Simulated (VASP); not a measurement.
# Re (P6/mmm) in VASP: notebook, part 3 of 3

VASP 6.6.1. Earlier steps stand in the parts before.

## Step 5: Single point, PBE

This run uses another cell than the first one, of 16.15 Å³/atom, 0.990 times its volume.

The input, INCAR:

```
SYSTEM = Re
PREC = Accurate
ENCUT = 520
EDIFF = 1E-6
ISMEAR = 0
SIGMA = 0.1
LREAL = .FALSE.
LASPH = .TRUE.
NELM = 100
ALGO = Fast
ISIF = 2
LWAVE = .FALSE.
LCHARG = .FALSE.
GGA = PE
NBANDS = 10
```

The input, KPOINTS:

```
regular mesh
0
G
  8 8 6
  0 0 0
```

The input, POSCAR:

```
Re
1.0
    1.3864081692     -2.4021868671      0.0000000000
    1.3864081692      2.4021868671      0.0000000000
    0.0000000000      0.0000000000      2.4253011022
Re
1
Direct
    0.0000000000      0.0000000000      0.0000000000
```

Potentials or basis: VASP PAW PBE potentials, release 64 (Re).

On the command line:

```sh
$ cat potpaw_PBE.64/Re/POTCAR > POTCAR
$ mpirun -np 1 vasp_std > vasp.out
```

OUTCAR:

```text
SYSTEM = Re
   PREC = Accurate
   ENCUT = 520
   EDIFF = 1E-6
   ISMEAR = 0
   LREAL = .FALSE.
   LASPH = .TRUE.
   NELM = 100
   ISIF = 2
   GGA = PE

 ion  position               nearest neighbor table
   1  0.000  0.000  0.000-

  LATTYP: Found a base centered orthorhombic cell.
 ALAT       =     2.7728163384
 B/A-ratio  =     1.7326692964
 C/A-ratio  =     0.8746706620

  Lattice vectors:

 A1 = (   1.3864081692,  -2.4021868671,   0.0000000000)
 A2 = (   1.3864081692,   2.4021868671,   0.0000000000)
 A3 = (   0.0000000000,   0.0000000000,   2.4253011022)

Analysis of symmetry for initial positions (statically):
=====================================================================
 Subroutine PRICEL returns:
 Original cell was already a primitive cell.

 Routine SETGRP: Setting up the symmetry group for a
 base centered orthorhombic supercell.

 Subroutine GETGRP returns: Found  8 space group operations
 (whereof  8 operations were pure point group operations)
 out of a pool of  8 trial point group operations.

The static configuration has the point symmetry D_2h.

Analysis of symmetry for dynamics (positions and initial velocities):
=====================================================================
 Subroutine PRICEL returns:
 Original cell was already a primitive cell.

 Routine SETGRP: Setting up the symmetry group for a
 base centered orthorhombic supercell.

 Subroutine GETGRP returns: Found  8 space group operations
 (whereof  8 operations were pure point group operations)
 out of a pool of  8 trial point group operations.

The dynamic configuration has the point symmetry D_2h.

 Subroutine INISYM returns: Found  8 space group operations
 (whereof  8 operations are pure point group operations),
 and found     1 'primitive' translations

----------------------------------------------------------------------------------------

                                     Primitive cell
[... 114 lines left out ...]
   GGA     = PE    functional components
   LHFCALC =     F    Hartree Fock is set to
   AEXX    =    0.0000 exact exchange contribution
   IVDW    =     0    specifies the selected vdW correction
   LEPSILON=     F    determine dielectric tensor
   LRPA    =     F    only Hartree local field effects (RPA)
 non-spin polarized calculation
 RMM-DIIS sequential band-by-band and
 Gauss-broadening in eV      SIGMA  =   0.10
  energy-cutoff  :      520.00
  volume of cell :       16.15
 maximum number of plane-waves:       446
 NGX is ok and might be reduce to    24
   NGX = 11   NGY = 11   NGZ =  9

 number of electron       6.9999999 magnetization

 Free energy of the ion-electron system (eV)
  ---------------------------------------------------
  ext. energy  EPLUGINS =         0.00000000
  ---------------------------------------------------
  free energy    TOTEN  =       -11.47706138 eV

  energy without entropy =      -11.47051438  energy(sigma->0) =      -11.47378788

 E-fermi :   7.3509     XC(G=0): -13.1117

 val. band max:        7.2700677026   @ k =  -0.1250   0.1250   0.3333
 cond. band min:       7.3673602210   @ k =   0.0000   0.0000   0.3333
 fundamental gap:      0.0972925183
 Fermi energy:         7.3508538545

 k-point     1 :       0.0000    0.0000    0.0000
  band No.  band energies     occupation
      1      -2.3306      2.00000
      2       1.3954      2.00000
      3       5.4119      2.00000
      4       5.4200      2.00000
      5      11.3218      0.00000
      6      11.3232      0.00000
      7      20.5011      0.00000
      8      24.9060      0.00000
      9      27.1590      0.00000
     10      27.1676      0.00000
[... 287 lines left out ...]
 k-point    24 :       0.2500   -0.0000    0.1667
  band No.  band energies     occupation
      1       0.5919      2.00000
      2       3.2931      2.00000
      3       4.5821      2.00000
      4       7.7185      0.00000
      5       8.1737      0.00000
      6       9.3394      0.00000
      7      21.9262      0.00000
      8      23.4483      0.00000
      9      26.0121      0.00000
     10      26.7904      0.00000

 [... further k-points ...]

------------------------ aborting loop because EDIFF is reached ----------------------------------------

  FORCE on cell =-STRESS in cart. coord.  units (eV):
  Direction    XX          YY          ZZ          XY          YZ          ZX
  --------------------------------------------------------------------------------------
  -------------------------------------------------------------------------------------
  Total        0.0194557      0.0116502     -0.3511279      0.0000000      0.0000000      0.0000000
  in kB        1.9295873      1.1554493    -34.8242972      0.0000000      0.0000000      0.0000000
  external PRESSURE =     -10.5797536 kB  Pullay stress =       0.0000000 kB

 VOLUME and BASIS-vectors are now :
 -----------------------------------------------------------------------------
  energy-cutoff  :      520.00
  volume of cell :       16.15
      direct lattice vectors                 reciprocal lattice vectors
     1.386408169 -2.402186867  0.000000000     0.360644153 -0.208143674  0.000000000
     1.386408169  2.402186867  0.000000000     0.360644153  0.208143674  0.000000000
     0.000000000  0.000000000  2.425301102     0.000000000  0.000000000  0.412319938

 POSITION                                       TOTAL-FORCE (eV/Angst)
 -----------------------------------------------------------------------------------
      0.00000      0.00000      0.00000         0.000000      0.000000      0.000000
 -----------------------------------------------------------------------------------
    total drift:                               -0.000000      0.000000      0.000000

  FREE ENERGIE OF THE ION-ELECTRON SYSTEM (eV)
  ---------------------------------------------------
  free  energy   TOTEN  =       -11.4770613826 eV

  energy  without entropy=      -11.4705143821  energy(sigma->0) =      -11.47378788
```

stdout:

```text
POSCAR found type information on POSCAR Re
 POSCAR found :  1 types and       1 ions
 scaLAPACK will be used
 LDA part: xc-table for (Slater+PW92), standard interpolation
 POSCAR, INCAR and KPOINTS ok, starting setup
 FFT: planning ... GRIDC
 FFT: planning ... GRID_SOFT
 FFT: planning ... GRID
 WAVECAR not read
 entering main loop
```

It took 6.6 s on 1 thread of Intel Xeon 6975P-C (Granite Rapids), shared host; peak memory 0.13 GiB.

Results:

| Quantity | Value |
| --- | --- |
| Free energy | -11.4771 eV |
| Pressure | -1.1 GPa |
| Band gap on the k mesh | none (metal or under the smearing width) |

Caveat: the k mesh is coarse (spacing up to 0.43 Å⁻¹), so the values aren't converged. Spin-orbit coupling is left out, which matters for the levels of Re.

## Step 6: Relaxation of cell and atoms, PBE

This run uses another cell than the first one, of 17.21 Å³/atom, 1.055 times its volume.

The input, INCAR:

```
  ALGO = Normal
  EDIFF = 1E-6
  EDIFFG = -0.04
  ENCUT = 600
  GGA = PE
  IBRION = 2
  ISIF = 3
  ISMEAR = 0
  LASPH = T
  LCHARG = F
  LREAL = F
  LWAVE = F
  NELM = 100
  NSW = 90
  PREC = Accurate
  SIGMA = 0.1
```

The input, KPOINTS:

```
k-points
0
Gamma
  8 8 6
```

The input, POSCAR:

```
Re
1.0
    1.1648774733     -2.1748351803      0.0000000000
    1.1648774733      2.1748351803      0.0000000000
    0.0000000000      0.0000000000      3.3963179528
Re
1
Direct
    0.0000000000      0.0000000000      0.0000000000
```

Potentials or basis: VASP PAW PBE potentials, release 64 (Re).

On the command line:

```sh
$ cat potpaw_PBE.64/Re/POTCAR > POTCAR
$ mpirun -np 1 vasp_std > vasp.out
```

Run time: 74 s. Hardware: 1 thread of Intel Xeon 6975P-C (Granite Rapids), shared host; peak memory 0.16 GiB.

The run converged. Its results:

- Free energy: -11.4773 eV
- Relaxed volume: 16.11 Å³/atom
- Relaxed cell: a = 2.778 Å, b = 2.778 Å, c = 2.410 Å, α = 90.00°, β = 90.00°, γ = 120.02°
- Space group after relaxing (to 0.05 Å): P6/mmm (No. 191)
- Energy gained by relaxing: 1555.1 meV/atom
- Ionic steps: 22
- Pressure after relaxing: 0.1 GPa
- Band gap on the k mesh: none (metal or under the smearing width)

Stress tensor (GPa, compression positive):
```
0.17 0.00 0.00
0.00 0.07 0.00
0.00 0.00 0.04
```

Step by step:
```
step  energy change (eV)  largest force (eV/Å)  pressure (GPa)  volume (Å³)
   1              0.0000                0.0000           53.12        17.21
   2              2.2738                0.0000          -37.77        32.30
   3              1.1221                0.0000          -45.01        27.20
   4             -0.1365                0.0000          -42.87        23.37
   5             -0.8356                0.0000          -20.58        20.24
   6             -0.8466                0.0000          -12.53        19.69
   7             -0.8488                0.0000          -14.87        19.84
   8             -1.3555                0.0000            0.70        16.54
   9             -1.3589                0.0000            2.59        16.39
  10             -1.3617                0.0000            6.75        16.09
  11             -1.5320                0.0000           -6.55        16.47
  12             -1.5414                0.0000           -7.13        16.52
  13             -1.2467                0.0000           27.65        15.25
  14             -1.5490                0.0000           -4.01        16.36
  15             -1.5495                0.0000           -3.32        16.32
  16             -1.5496                0.0000           -2.99        16.30
  17             -1.5481                0.0000            5.15        15.83
  18             -1.5540                0.0000            0.47        16.09
  19             -1.5550                0.0000           -0.18        16.12
  20             -1.5550                0.0000           -0.21        16.12
  21             -1.5550                0.0000            0.47        16.09
  22             -1.5551                0.0000            0.10        16.11
```

Final structure:
```xyz
1
Lattice="1.3888 -2.4063 0.0000 1.3888 2.4063 0.0000 0.0000 0.0000 2.4102" Properties=species:S:1:pos:R:3 pbc="T T T"
Re    0.0000    0.0000    0.0000
```

Levels at points of the mesh, in eV from the Fermi level:
| k point | band 1 | band 2 | band 3 | band 4 | band 5 | band 6 |
| --- | --- | --- | --- | --- | --- | --- |
| (0.00, 0.00, 0.00) | -9.70 | -6.02 | -1.97 | -1.96 | 4.03 | 4.03 |
| (0.50, 0.00, 0.00) | -6.58 | -5.42 | -0.64 | 1.26 | 3.42 | 3.48 |
| (0.50, 0.50, 0.00) | -6.59 | -5.42 | -0.65 | 1.26 | 3.42 | 3.48 |
| (0.00, 0.00, 0.50) | -5.49 | -1.05 | -1.05 | -0.72 | -0.71 | -0.67 |
| (0.50, 0.00, 0.50) | -6.70 | -4.10 | -2.26 | 4.12 | 5.83 | 6.09 |
| (0.50, 0.50, 0.50) | -6.70 | -4.10 | -2.26 | 4.12 | 5.83 | 6.08 |

Caveat: the k mesh is coarse (spacing up to 0.38 Å⁻¹), so the values aren't converged. The run has no spin-orbit coupling, so splittings on Re are missing.

## Step 7: Overview

| task | cell | k mesh | cutoff (eV) | mesh quality | gap on the mesh (eV) | pressure (GPa) | relaxed volume (Å³/atom) |
| --- | --- | --- | --- | --- | --- | --- | --- |
| single point | P6/mmm, 16.31 Å³/atom | 24 × 24 × 22 | 520 | not flagged | none | -0.9 | - |
| relaxation of cell and atoms | relaxed | 24 × 24 × 22 | 600 | not flagged | none | -0.1 | 16.27 |
| single point | R-3m, 15.01 Å³/atom | 6 × 6 × 6 | 520 | coarse | none | -0.6 | - |
| single point | Cmmm, 16.15 Å³/atom | 8 × 8 × 6 | 520 | coarse | none | -1.1 | - |
| relaxation of cell and atoms | relaxed | 8 × 8 × 6 | 600 | coarse | none | 0.1 | 16.11 |

Alike in all rows: level PBE; potentials or basis VASP PAW PBE potentials, release 64 (Re); no spin polarisation; smearing gaussian 0.1 eV.

Caveats: some runs use coarse meshes.

Absolute energies hang on the potentials; compare differences alone.
